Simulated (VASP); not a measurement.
# InP (F-43m) in VASP: a series of runs, part 2 of 2

VASP 6.6.1. The steps go on from the part before.

### Step 3. G0W0 quasiparticle levels, PBE

File POSCAR:

```
InP
1.0
    0.0000000000      2.9305000000      2.9305000000
    2.9305000000      0.0000000000      2.9305000000
    2.9305000000      2.9305000000      0.0000000000
In P
1 1
Direct
    0.0000000000      0.0000000000      0.0000000000
    0.7500000000      0.7500000000      0.7500000000
```

File INCAR.step1:

```
  PREC = Accurate
  ENCUT = 450
  EDIFF = 1E-8
  ISMEAR = 0
  SIGMA = 0.01
  LREAL = False
  LASPH = True
  NELM = 80
  ALGO = Normal
  LWAVE = True
  LCHARG = False
  GGA = PE
```

File INCAR.step2:

```
  PREC = Accurate
  ENCUT = 450
  EDIFF = 1E-8
  ISMEAR = 0
  SIGMA = 0.01
  LREAL = False
  LASPH = True
  NELM = 1
  ALGO = Exact
  LWAVE = True
  LCHARG = False
  GGA = PE
  NBANDS = 69
  LOPTICS = True
  ISTART = 1
```

File INCAR.step3:

```
  PREC = Accurate
  ENCUT = 450
  EDIFF = 1E-8
  ISMEAR = 0
  SIGMA = 0.01
  LREAL = False
  LASPH = True
  ALGO = EVGW0
  LWAVE = False
  LCHARG = False
  GGA = PE
  NELMGW = 1
  NBANDS = 69
  ENCUTGW = 200
  NOMEGA = 48
  PRECFOCK = Fast
  ISTART = 1
  NBANDSGW = 17
```

File KPOINTS:

```
Automatic mesh
0
Gamma
  3 3 3
```

Potentials or basis: VASP PAW PBE potentials, release 64 (In_d_GW, P_GW).

The run is started by

```bash
> cat potpaw_PBE.64/In_d_GW/POTCAR potpaw_PBE.64/P_GW/POTCAR > POTCAR
> cp INCAR.step1 INCAR
> mpirun -np 1 vasp_std > vasp.out
> cp INCAR.step2 INCAR
> mpirun -np 1 vasp_std > vasp.out
> cp INCAR.step3 INCAR
> mpirun -np 1 vasp_std > vasp.out
```

OUTCAR:

```text
PREC = Accurate
   ENCUT = 450
   EDIFF = 1E-8
   ISMEAR = 0
   LREAL = False
   LASPH = True
   GGA = PE
   NELMGW = 1
   ENCUTGW = 200
   PRECFOCK = Fast
   ISTART = 1

 Found      4 irreducible k-points:

 Following reciprocal coordinates:
            Coordinates               Weight
  0.000000  0.000000  0.000000      1.000000
  0.333333  0.000000  0.000000      8.000000
  0.333333  0.333333  0.000000      6.000000
 -0.333333  0.333333  0.000000     12.000000
   k-points           NKPTS =      4   k-points in BZ     NKDIM =     27   number of bands    NBANDS=     69
   number of dos      NEDOS =    301   number of ions     NIONS =      2
   total plane-waves  NPLWV =  27000
   dimension x,y,z NGX =    30 NGY =   30 NGZ =   30
   dimension x,y,z NGXF=    60 NGYF=   60 NGZF=   60
   ions per type =               1   1
   NGX,Y,Z   is equivalent  to a cutoff of  12.03, 12.03, 12.03 a.u.
   NGXF,Y,Z  is equivalent  to a cutoff of  24.07, 24.07, 24.07 a.u.
 SYSTEM =  unknown system
   PREC   = accura    normal or accurate (medium, high low for compatibility)
   ISTART =      1    job   : 0-new  1-cont  2-samecut
   ICHARG =      0    charge: 1-file 2-atom 10-const
   ISPIN  =      1    spin polarized calculation?
   LNONCOLLINEAR =      F non collinear calculations
   LSORBIT =      F    spin-orbit coupling
   LASPH  =      T    aspherical Exc in radial PAW
   ENCUT  =  450.0 eV  33.07 Ry    5.75 a.u.   7.17  7.17  7.17*2*pi/ulx,y,z
   NELM   =     60;   NELMIN=  2; NELMDL=  0     # of ELM steps
   EDIFF  = 0.1E-07   stopping-criterion for ELM
   LREAL  =      F    real-space projection
   EDIFFG = 0.1E-06   stopping-criterion for IOM
   NSW    =      0    number of steps for IOM
   IBRION =     -1    ionic relax: 0-MD 1-quasi-New 2-CG
   NFREE  =      0    steps in history (QN), initial steepest desc. (CG)
   ISIF   =      0    stress and relaxation
   ISYM   =      3    0-nonsym 1-usesym 2-fastsym
   POTIM  = 0.5000    time-step for ionic-motion
   TEBEG  =    0.0;   TEEND  =   0.0 temperature during run
   PSTRESS=    0.0 pullay stress
   NELECT =      18.0000    total number of electrons
   NUPDOWN=      -1.0000    fix difference up-down
   EMIN   =  10.00;   EMAX   =-10.00  energy-range for DOS
   EFERMI =   0.00;   METHOD = LEGACY
   ISMEAR =     0;   SIGMA  =   0.01  broadening in eV -4-tet -1-fermi 0-gaus
   EFERMI_NEDOS =   21; number of points for ismear=-14 and -15
   IALGO  =     38    algorithm
   IMIX   =      4    mixing-type and parameters
     AMIX     =   0.40;   BMIX     =  1.00
     AMIX_MAG =   1.60;   BMIX_MAG =  1.00
  volume/ion in A,a.u.               =      25.17       169.83
  Fermi-wavevector in a.u.,A,eV,Ry     =   1.162021  2.195901 18.371846  1.350293
  Thomas-Fermi vector in A             =   2.298587
   LORBIT       =      0    0 simple, 1 ext, 2 COOP (PROOUT), +10 PAW based schemes
   GGA     = PE    functional components
   LHFCALC =     T    Hartree Fock is set to
   PRECFOCK=fast      Normal, Fast or Accurate (Low or Medium for compatibility)
   ENCUT4O =  -1.0   cutoff for four orbital integrals eV
   NKREDX  =     1    reduce k-point grid by
   NKREDY  =     1    reduce k-point grid by
   NKREDZ  =     1    reduce k-point grid by
   AEXX    =    1.0000 exact exchange contribution
   HFSCREEN=    0.0000 screening length (either q_TF or 0.3 A-1)
   HFSCREENC=   0.0000 screening length for correlation (either q_TF or 0.3 A-1)
   ENCUTFOCK=  -1.0 apply spherical cutoff to Coloumb kernel
   IVDW    =     0    specifies the selected vdW correction
   LEPSILON=     F    determine dielectric tensor
   LRPA    =     F    only Hartree local field effects (RPA)
   LRPAFORCE           =     F    calculate RPA forces
   ENCUTGW             = 200.0    cutoff for response function in eV
   ENCUTGWSOFT         = 160.0    soft cutoff for Coulomb kernel in GW response function in eV
   ENCUTLF             =  -1.0    cutoff for local field effects
   NELMGW              =     1    number of iterations in solving QP/BSE equation
   NELMHF              =     1    number of iterations in the inner HF iteration
   NKREDLFX            =     1    NKREDLFY  =   1   NKREDLFZ  =   1
 non-spin polarized calculation
 Gauss-broadening in eV      SIGMA  =   0.01
  energy-cutoff  :      450.00
  volume of cell :       50.33
 maximum number of plane-waves:      1113
 NGX is ok and might be reduce to    30
  NGX = 16; NGY = 16; NGZ = 16
   NGX = 15   NGY = 15   NGZ = 15
 maximum number of plane-waves:       332

 QP shifts <psi_nk| G(iteration)W_0 |psi_nk>: iteration 1
 for sc-GW calculations column KS-energies equals QP-energies in previous step
 and V_xc(KS)=  KS-energies - (<T + V_ion + V_H > + <T+V_H+V_ion>^1  + <V_x>^1)

 k-point   1 :       0.0000    0.0000    0.0000
  band No.  KS-energies  QP-energies   sigma(KS)   V_xc(KS)     V^pw_x(r,r')   Z            occupation Imag(sigma)

      1     -10.2933     -11.9950     -19.0145     -16.5967     -25.3298       0.7038       2.0000       0.4088
      2     -10.2933     -11.9950     -19.0145     -16.5967     -25.3298       0.7038       2.0000       0.4088
      3     -10.2933     -11.9950     -19.0145     -16.5967     -25.3298       0.7038       2.0000       0.4088
      4     -10.1476     -11.8701     -19.1354     -16.6813     -25.3437       0.7019       2.0000       0.3323
      5     -10.1476     -11.8701     -19.1354     -16.6813     -25.3437       0.7019       2.0000       0.3323
      6      -7.4965      -7.7892     -11.7274     -11.2915     -18.2328       0.6717       2.0000       1.0859
[... 9 lines left out ...]
     16      13.3900      13.8014      -9.6741     -10.2238      -4.5789       0.7484       0.0000      -0.2593
     17      15.1508      15.0422      -7.6855      -7.5434      -2.2265       0.7638       0.0000      -0.4668

 k-point   2 :       0.3333    0.0000    0.0000
  band No.  KS-energies  QP-energies   sigma(KS)   V_xc(KS)     V^pw_x(r,r')   Z            occupation Imag(sigma)

      1     -10.3780     -11.9963     -18.7427     -16.4123     -25.1398       0.6945       2.0000       0.4322
      2     -10.2619     -11.9658     -19.0504     -16.6269     -25.3500       0.7031       2.0000       0.3992
      3     -10.2619     -11.9658     -19.0504     -16.6269     -25.3500       0.7031       2.0000       0.3992
      4     -10.1406     -11.8625     -19.1416     -16.6925     -25.3595       0.7031       2.0000       0.3319
      5     -10.1406     -11.8625     -19.1416     -16.6925     -25.3595       0.7031       2.0000       0.3319
      6      -6.3726      -6.6854     -12.2748     -11.8032     -18.3664       0.6633       2.0000       0.8883
[... 9 lines left out ...]
     16      13.0533      13.3342      -9.3124      -9.6879      -4.1946       0.7483       0.0000      -0.2706
     17      17.8490      18.0501      -9.2050      -9.4725      -3.1524       0.7517       0.0000      -0.7124

 k-point   3 :       0.3333    0.3333    0.0000
  band No.  KS-energies  QP-energies   sigma(KS)   V_xc(KS)     V^pw_x(r,r')   Z            occupation Imag(sigma)

      1     -10.4311     -12.0353     -18.6797     -16.3704     -25.1035       0.6946       2.0000       0.4477
      2     -10.2169     -11.9296     -19.1170     -16.6866     -25.4095       0.7047       2.0000       0.3890
      3     -10.2169     -11.9296     -19.1170     -16.6866     -25.4095       0.7047       2.0000       0.3890
      4     -10.1839     -11.8958     -19.0585     -16.6154     -25.2746       0.7007       2.0000       0.3388
      5     -10.1216     -11.8435     -19.1571     -16.7115     -25.3767       0.7041       2.0000       0.3271
      6      -5.9901      -6.3009     -12.3575     -11.8862     -18.3062       0.6596       2.0000       0.8319
[... 9 lines left out ...]
     16      17.3369      17.4350      -8.5191      -8.6493      -2.7486       0.7539       0.0000      -0.5803
     17      18.1419      18.5458      -9.9424     -10.4773      -3.7866       0.7552       0.0000      -0.8438

 k-point   4 :      -0.3333    0.3333    0.0000
  band No.  KS-energies  QP-energies   sigma(KS)   V_xc(KS)     V^pw_x(r,r')   Z            occupation Imag(sigma)

      1     -10.4273     -12.0112     -18.6454     -16.3602     -25.0946       0.6931       2.0000       0.4523
      2     -10.2338     -11.9387     -19.0795     -16.6457     -25.3601       0.7005       2.0000       0.3799
      3     -10.2152     -11.9275     -19.1159     -16.6896     -25.4093       0.7057       2.0000       0.3912
      4     -10.1613     -11.8758     -19.1031     -16.6576     -25.3237       0.7011       2.0000       0.3344
      5     -10.1358     -11.8549     -19.1357     -16.6908     -25.3551       0.7031       2.0000       0.3288
      6      -5.2478      -5.5660     -12.8956     -12.4209     -18.6366       0.6704       2.0000       0.7372
[... 9 lines left out ...]
     16      17.1145      17.3050      -8.8784      -9.1332      -3.0451       0.7475       0.0000      -0.5634
     17      17.9822      18.2401      -9.2546      -9.6032      -3.1822       0.7395       0.0000      -0.7164
```

It took 1.7 min on 1 thread of Intel Xeon Platinum 8375C at 2.90GHz (Ice Lake), shared host; peak memory 0.35 GiB.

These settings aren't checked as converged: the numbers below hold their error.

Results:

```yaml
Band_gap_on_the_k_mesh_mean-field_level: 0.67 eV, direct
Quasiparticle_gap: 1.18 eV
Least_direct_quasiparticle_gap: 1.18 eV
```

Caveat: the k mesh is coarse (spacing up to 0.62 Å⁻¹), so the values aren't converged; bands, screening cutoff and mesh are small and nothing is extrapolated, so the quasiparticle values aren't converged; spin-orbit coupling is left out, which moves the levels of the heavy elements.

### Step 4. For comparison

An earlier run on the cell as given: functional PBEsol; potentials or basis VASP PAW PBE potentials, release 64 (In_d, P); cutoff 520 eV; k mesh 8 × 8 × 8; occupations fermi-dirac, width 0.05 eV; no spin polarisation.

- Pressure: 0.6 GPa
- Band gap on the k mesh: 0.61 eV, direct
